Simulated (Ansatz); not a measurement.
Crystal: In.

```
CELL_PARAMETERS angstrom
-1.62547 1.62547 2.47370
1.62547 -1.62547 2.47370
1.62547 1.62547 -2.47370
ATOMIC_POSITIONS crystal
In 0.00000 0.00000 0.00000
```

```yaml
Program: Ansatz 0.2.0
Task: relaxation of cell and atoms
Functional: RPBE
Potentials_or_basis: Ansatz PAW
Cutoff: "420 eV (not typed: the program's choice for these potentials)"
k_mesh: 11 × 11 × 11
Occupations: fermi-dirac, width 0.05 eV
Spin: no spin polarisation
```

At the start: volume 26.14 Å³/atom.

Question: Where does the relaxation end?

Answer: It ends after 12 steps and the volume is 28.93 Å³/atom (+10.7 %); space group I4/mmm (No. 139, to 0.05 Å).

Step by step:
| step | energy change (eV) | largest force (eV/Å) | volume (Å³) |
| --- | --- | --- | --- |
| 1 | 0.0000 | 0.0000 | 26.14 |
| 2 | -0.0269 | 0.0000 | 28.32 |
| 3 | -0.0276 | 0.0000 | 28.71 |
| 4 | -0.0276 | 0.0000 | 28.80 |
| 5 | -0.0276 | 0.0000 | 28.82 |
| 6 | -0.0276 | 0.0000 | 28.90 |
| 7 | -0.0276 | 0.0000 | 29.18 |
| 8 | -0.0277 | 0.0000 | 28.99 |
| 9 | -0.0278 | 0.0000 | 28.89 |
| 10 | -0.0278 | 0.0000 | 28.92 |
| 11 | -0.0278 | 0.0000 | 28.93 |
| 12 | -0.0285 | 0.0000 | 28.93 |

Final structure:
```
In
1.0
    -1.66660    1.66660    2.60411
     1.66660   -1.66660    2.60411
     1.66660    1.66660   -2.60411
In
1
Direct
  0.00000 0.00000 0.00000
```

Caveat: the plane-wave basis is chosen anew once the cell has moved, so the energies of steps on either side of that aren't comparable; the volume moved by +11 % from the deposited cell, more than functionals usually miss; the PAW data sets come from PBE, with cores solved anew for the run's functional, which leaves a small shift of forces and pressure.
